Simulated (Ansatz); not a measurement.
**Relaxation of P**

The calculation used DFT PBE, scalar-relativistic, plane waves, PAW in Ansatz. (420 eV cutoff, 8×1×6 k-mesh, Gaussian smearing of 0.02 eV, no spin polarisation)

What was changed: uniaxial strain along c, with a, b and atoms relaxed: -1.5 %.

Command:

```bash
ansatz run input.yaml --threads 1 --pin off --max-ram 2560MiB --backend cpu --events-out ev --progress --plain --runs-dir out
```

Input:

```yaml
crystal:
  lattice:
    - [3.3155062563, 0.0, 0.0]
    - [0.0, 34.9937016031, 0.0]
    - [0.0, 0.0, 4.5654448652]
  atoms:
    - { symbol: P, position: [0.0, 0.9698087035, 0.589147319] }
    - { symbol: P, position: [0.0, 0.0301912965, 0.410852681] }
    - { symbol: P, position: [0.5, 0.0301912965, 0.089147319] }
    - { symbol: P, position: [0.5, 0.9698087035, 0.910852681] }
basis:
  ecutwfc: 420
kpoints:
  mp_grid: { grid: [8, 1, 6] }
hamiltonian:
  xc: pbe
scf:
  occupations: { method: gaussian, width: 0.02 }
output:
  forces: true
  stress: true
  eigenvalues: true
relax:
  adjacent_minimum: "off"
  f_tol: 0.008
  max_steps: 40
  cell: { stress_tol: 0.015, fix: [c, angles] }
```

F is the free energy. Steps run on the plane waves of an earlier cell, but the last one, and at times one on the way, on a freshly chosen basis, so a repeated geometry can differ a little in energy. The held parts of the cell keep their stress, so P needn't end at zero.

Steps:

```tsv
step	F − F(1) (eV)	largest force component (eV/Å)	V (Å³/atom)	P (GPa)
1	0.0000	0.213	132.423	0.08
2	-0.0034	0.042	131.802	0.07
3	-0.0041	0.017	132.130	0.04
4	-0.0041	0.000	132.293	0.03
5	-0.0041	0.000	132.293	0.03
```

Relaxed structure:

```cif
data_structure
_symmetry_space_group_name_H-M 'P 1'
_symmetry_Int_Tables_number 1
_cell_length_a 3.3121
_cell_length_b 34.9948
_cell_length_c 4.5654
_cell_angle_alpha 90.000
_cell_angle_beta 90.000
_cell_angle_gamma 90.000
_cell_volume 529.17
loop_
_atom_site_label
_atom_site_type_symbol
_atom_site_fract_x
_atom_site_fract_y
_atom_site_fract_z
_atom_site_occupancy
P1 P 0.00000 0.96980 0.58699 1
P2 P 0.00000 0.03020 0.41301 1
P3 P 0.50000 0.03020 0.08699 1
P4 P 0.50000 0.96980 0.91301 1
```

The structure is orthorhombic, space group Pmna (No. 53). The conventional cell has a = 3.312 Å, b = 34.995 Å, c = 4.565 Å, α = 90.00°, β = 90.00°, γ = 90.00°. Around P (site symmetry m) lie 3 P at 2.23 to 2.26 Å.

The run converged. Time: 39 s on 1 thread of Intel(R) Xeon(R) Platinum 8488C (Sapphire Rapids), with other jobs on the host, peak memory 0.67 GiB.